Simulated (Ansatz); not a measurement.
Starting cell, CaF$_{2}$ (fluorite):

```yaml
crystal:
  lattice:
    - [0.00000, 2.71957, 2.71957]
    - [2.71957, 0.00000, 2.71957]
    - [2.71957, 2.71957, 0.00000]
  atoms:
    - { symbol: Ca, position: [0.00000, 0.00000, 0.00000] }
    - { symbol: F, position: [0.25000, 0.25000, 0.25000] }
    - { symbol: F, position: [0.75000, 0.75000, 0.75000] }
```

In each cell atom 3 (F, nearest neighbour Ca at 2.355 Å; its periodic images, 3.8 Å or more away, move with it) moves by s·(0.577, 0.577, 0.577) (along Cartesian [111]), the rest being held.

All values below come from r2SCAN (plane waves to 500 eV, PAW, scalar-relativistic; Ansatz, a first-principles code). k mesh 9×9×9 (Γ-centred), Fermi-Dirac smearing 0.05 eV. The energy includes the smearing's −TS. Compression counts positive. F∥ is the force on the atom along that direction. CaF2 was relaxed with its symmetry unable to fall. ΔE is measured from the undisplaced structure.

```
s (Å)   ΔE (meV/cell)  P (GPa)  F∥ (eV/Å)
------  -------------  -------  ---------
-0.240          118.2     1.32      0.895
-0.192           78.5     0.89      0.757
-0.144           45.8     0.53      0.600
-0.096           21.2     0.25      0.424
-0.048            5.5     0.07      0.225
0.000             0.0     0.00      0.000
0.048             6.0     0.07     -0.256
0.096            25.1     0.30     -0.548
0.144            59.3     0.71     -0.884
0.192           110.9     1.33     -1.274
0.240           182.6     2.19     -1.728
```

What the scan shows:

The energy at s = 0.240 Å comes out as 182.6 meV/cell and the force along the line at s = -0.240 Å is 0.895 eV/Å. The force constant k = d²E/ds² at s = 0 (finite differences) is 4.99 eV/Å². Symmetry of the curve: not even: the positive side lies higher at ±0.240 Å. Shape of the curve: a single well with its minimum at or next to zero displacement. Harmonic estimate at the end of the scan: ½ks² = 143.7 meV/cell against the computed 182.6 meV/cell, so the well is stiffer than harmonic there.

The 11 points together took about 2.6 core-minutes (a rough figure).

(A displaced cell: forces are minus the slopes of the energy, force constants its curvatures, and phonons follow from these.)
